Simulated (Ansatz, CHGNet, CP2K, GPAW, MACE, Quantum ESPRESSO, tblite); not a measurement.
# GPAW on P6_3/mmc (COD entry) MoS2, displaced supercell (54 atoms): settings against a plane-wave reference, part 2 of 2

Aim: run P6_3/mmc (COD entry) MoS2, displaced supercell (54 atoms) in GPAW and see how near its forces come to a plane-wave reference, and at what cost.

Program: GPAW 26.7.0; the method stands at each step. Banners, paths, timers and routine set-up lines are dropped from the logs unmarked, and long logs keep their key lines alone; longer cuts are marked.

So far. Step 4 (PBE, LCAO dzp, h 0.28 Å): Against the first run (21 %), the force difference from the reference is 21 %, at 0.46 times the CPU time: the change moves forces by 46 meV/Å r.m.s., so most of the difference comes from elsewhere. Step 5 (PBE, LCAO dzp, h 0.2 Å, other mixer settings): Against the first run (21 %), the force difference from the reference is 21 %, at 1.4 times the CPU time (19 SCF steps against 13): another solver or mixer reaches the same state.

The database entry behind the starting cell differs from later determinations by our own check (about 0.3 % long), so it need not match the best structure at ambient conditions.

### Step 6. PBE, LCAO szp(dzp), h 0.2 Å

Method: Kohn-Sham DFT, PBE, PAW, atomic orbitals (szp(dzp)).

Input file run.py:

```python
import numpy as np
from ase.io import read
from gpaw import GPAW, FermiDirac

atoms = read("structure.xyz")
atoms.calc = GPAW(
    mode="lcao",
    basis="szp(dzp)",
    h=0.2,
    xc="PBE",
    kpts={"size": (1, 1, 1), "gamma": True},
    occupations=FermiDirac(0.05),
    maxiter=200,
    symmetry={"point_group": False},
    txt="gpaw.txt",
)
energy = atoms.get_potential_energy(force_consistent=True)
forces = atoms.get_forces()
print(f"energy {energy:.6f} eV")
print("forces (eV/A)")
for i, (a, f) in enumerate(zip(atoms, forces)):
    print(f"{i:4d} {a.symbol:2s} {f[0]:10.5f} {f[1]:10.5f} {f[2]:10.5f}")
print(f"Fermi level {atoms.calc.get_fermi_level():.4f} eV")
for k in range(len(atoms.calc.get_ibz_k_points())):
    for s in range(atoms.calc.get_number_of_spins()):
        e = atoms.calc.get_eigenvalues(kpt=k, spin=s)
        n = np.searchsorted(e, atoms.calc.get_fermi_level())
        print(f"k {k} spin {s} levels about the Fermi level:", np.round(e[max(n - 6, 0):n], 4).tolist(), "|", np.round(e[n:n + 6], 4).tolist())
```

Input file structure.xyz:

```xyz
54
Lattice="9.50700 0.00000 0.00000 -4.75350 8.23330 0.00000 0.00000 0.00000 12.32400" Properties=species:S:1:pos:R:3 pbc="T T T"
[... 54 atom lines left out: the same atoms as in the first run ...]
```

Command:

```sh
$ OMP_NUM_THREADS=1 python run.py > output.txt
```

The program printed:

```text
energy -359.951727 eV
forces (eV/A)
   0 Mo   -0.55783    1.35159    0.19739
   1 Mo    2.57929    0.31666    3.52312
   2 S    -1.55916    1.69011   -2.79296
   3 S     0.92420    1.38059   -2.26489
   4 S    -0.17963   -1.25501    1.84101
   5 S     0.51425   -0.62013    0.20447
[...]
51 S    -0.02813    0.20702   -0.80662
  52 S    -0.23048    1.30316    0.47342
  53 S     1.07142    0.58068    1.12502
Fermi level 8.5983 eV
k 0 spin 0 levels about the Fermi level: [7.222, 7.4482, 7.4895, 7.5977, 7.629, 8.2016] | [9.0213, 9.064, 9.1121, 9.1363, 9.4385, 9.4892]
```

gpaw.txt:

```text
Input parameters:
  mode=LCAO(),
  basis={'default': 'szp(dzp)'},
  h=0.2,
  kpts=MonkhorstPack(size=(1, 1, 1), gamma=True),
  maxiter=200,
  occupations=Occupations(name='fermi-dirac', width=0.05, fixmagmom=False),
[... lines left out ...]
  Fermi-Dirac:
[... lines left out ...]
convergence criteria:
- Maximum [total energy] change in last 3 cyles: 0.0005 eV / valence electron
[... lines left out ...]
Converged in 14 steps
[... lines left out ...]
  Free energy:    -359.951727
[... lines left out ...]
Fermi level: 8.598
[... lines left out ...]
|        ... |               |           |
|        284 |        11.312 |     0.000 |
Gap: 0.820 eV
Transition (v -> c):
  (s=0, k=0, n=233, [0.00, 0.00, 0.00]) -> (s=0, k=0, n=234, [0.00, 0.00, 0.00])
No difference between direct/indirect transitions
Force computation time: 24.715  # s
timing:  # [seconds]
  Total:  171.990  # ━━━━━━━━━━━━━━━━━━━━━━━━━━━━━━━━━━━━━━━━━━━━━━━━━━━━━━━━
  Init:     7.850  # ━━╸
  SCF:    139.400  # ━━━━━━━━━━━━━━━━━━━━━━━━━━━━━━━━━━━━━━━━━━━━━╸
  Forces:  24.715  # ━━━━━━━━
```

It took 2.9 min on 1 thread of Arm Neoverse V1, shared host; peak memory 1 GiB.

Numbers from this run, and their distance from the reference:

- r.m.s. force component: 1.414 eV/Å
- r.m.s. difference of force components: 411.6 meV/Å
- longest difference of force vectors: 1214 meV/Å
- force difference over r.m.s. force: 34.64 %
- slope of forces against the reference's: 1.148
- correlation of force components: 0.9647
- gap (highest filled to lowest empty level): 0.8197 eV
- gap difference: -0.0232 eV

This is a coarse setting, run to see what it loses.

Against the first run (21 %), the force difference from the reference is 35 %, at 0.70 times the CPU time, with 612 basis functions against 990: the smaller basis costs accuracy.

The difference per atom is largest on S (0.82 eV/Å on average, against 0.32 on Mo).

### Step 7. A run with a doubtful setting

run.py, as its differences from that of step 6:

```diff
@@ -7,3 +7,3 @@
     mode="lcao",
-    basis="szp(dzp)",
+    basis="tzp",
     h=0.2,
@@ -12,3 +12,3 @@
     occupations=FermiDirac(0.05),
-    maxiter=200,
+    maxiter=60,
     symmetry={"point_group": False},
```

structure.xyz is that of step 6.

The program printed:

```text
FileNotFoundError: Could not find required basis set file "Mo.tzp.basis".
You need to set the GPAW_SETUP_PATH environment variable to point to
the directories where PAW dataset and basis files are stored.  See
for details.
```

gpaw.txt:

```text
Input parameters:
  mode=LCAO(),
  basis={'default': 'tzp'},
  h=0.2,
  kpts=MonkhorstPack(size=(1, 1, 1), gamma=True),
  maxiter=60,
  occupations=Occupations(name='fermi-dirac', width=0.05, fixmagmom=False),
  symmetry=Symmetry(point_group=False),
  xc=XC(name='PBE')
timing:  # [seconds]
  Total: 0.032  # ━━━━━━━━━━━━━━━━━━━━━━━━━━━━━━━━━━━━━━━━━━━━━━━━━━━━━━━━━━━
  Init:  0.009  # ━━━━━━━━━━━━━━━━
```

The job ended after 1.3 s (1 thread; peak memory 0.11 GiB).

The program stopped at the start. The fault in the input: a basis that isn't there (basis tzp).

### Step 8. The ladder

Differences are against the plane-wave reference, forces as r.m.s. over components; share is that over the reference's r.m.s. force, slope the least-squares factor from reference forces to these. Total energies of different programs have different zeros and aren't compared.

| run | Δ force, r.m.s. (meV/Å) | share (%) | slope | Δ gap (eV) | cores | CPU time | memory (GiB) |
| --- | --- | --- | --- | --- | --- | --- | --- |
| reference | - | - | - | - | 2 | 6.8 min | 2.2 |
| GPAW PBE, LCAO dzp, h 0.2 Å | 247 | 20.8 | 1.090 | -0.0098 | 1 | 4.1 min | 1.1 |
| GPAW RPBE, LCAO dzp, h 0.2 Å | 296 | 24.9 | 1.106 | 0.0035 | 1 | 4 min | 1.1 |
| GPAW PBE, LCAO dzp, h 0.28 Å (coarse) | 244 | 20.5 | 1.089 | -0.0168 | 1 | 1.9 min | 0.54 |
| GPAW PBE, LCAO dzp, h 0.2 Å, other mixer settings | 247 | 20.8 | 1.090 | -0.0099 | 1 | 5.7 min | 1.0 |
| GPAW PBE, LCAO szp(dzp), h 0.2 Å (coarse) | 412 | 34.6 | 1.148 | -0.0232 | 1 | 2.9 min | 1 |

Rows marked coarse were listed beforehand as settings not expected to be converged; some can still land near the reference.

CPU time is summed over cores on a shared host, where runs went side by side, so it is rough. Symmetry, cutoffs, thresholds, outputs and thread counts weren't matched or tuned between programs; memory under MPI is the largest rank's times the ranks.

Within one program, basis, potentials and functional, energies share a zero. Each run against its twin at the usual cutoff or grid and solver:

| run | twin | Δ energy (meV/atom) | Δ force, r.m.s. (meV/Å) | CPU time over the twin's |
| --- | --- | --- | --- | --- |
| GPAW PBE, LCAO dzp, h 0.28 Å | LCAO dzp, h 0.2 Å | 466 | 46.1 | 0.46 |
| GPAW PBE, LCAO dzp, h 0.2 Å, other mixer settings | LCAO dzp, h 0.2 Å | 0 | 1.38 | 1.4 |

### Step 9. Outcome

| Item | Value |
| --- | --- |
| nearest in forces | a tie at 21 % of 3 runs: GPAW PBE, LCAO dzp, h 0.2 Å; GPAW PBE, LCAO dzp, h 0.28 Å (coarse); GPAW PBE, LCAO dzp, h 0.2 Å, other mixer settings |

In words: The PBE runs in local orbitals, coarse settings apart, differ by 21 % in each run; basis, grid and potentials can all enter. Rows with another functional or a dispersion term differ by 25 % (GPAW RPBE, LCAO dzp, h 0.2 Å), which mixes the change of model with differences of basis and potentials. Runs with settings chosen to be coarse differ by 21 % (GPAW PBE, LCAO dzp, h 0.28 Å) to 35 % (GPAW PBE, LCAO szp(dzp), h 0.2 Å), their programs' other errors included. Of the electronic-structure runs that take under half the reference's CPU time, GPAW PBE, LCAO dzp, h 0.28 Å comes nearest, at 21 % in 1.9 min against 6.8 min. GPAW PBE, LCAO szp(dzp), h 0.2 Å stiffens the forces by a factor of 1.15 while following their directions (correlation 0.965); the slopes of the 5 GPAW runs lie between 1.09 and 1.15; the difference isn't even, but is largest on one element. At the same functional, gaps differ from the reference's 0.843 eV by between -0.02 and -0.01 eV. These are spacings on the run's k-points, which needn't hold the band edges. The reference's pressure of 4.5 GPa belongs to a cell and atoms that aren't relaxed at this level. The runs have no spin polarisation, so any moments at edges, vacancies or dangling bonds can't form. The electronic-structure runs sample only Γ, in a cell whose shortest periodic width is 8 Å.

[Also dropped from logs without a mark: logging warnings of Python, and SIESTA's first energy breakdown and zero terms.]

[Logs are printed without paths, hosts, clocks, repeated set-up lines and the standing remarks that a program may print on its own settings, such as how far it seeks lower states.]

[Hosts, paths, dates, database ids (printed as entryN), source tags and the programs' standing remarks are cut or masked in the printed files.]
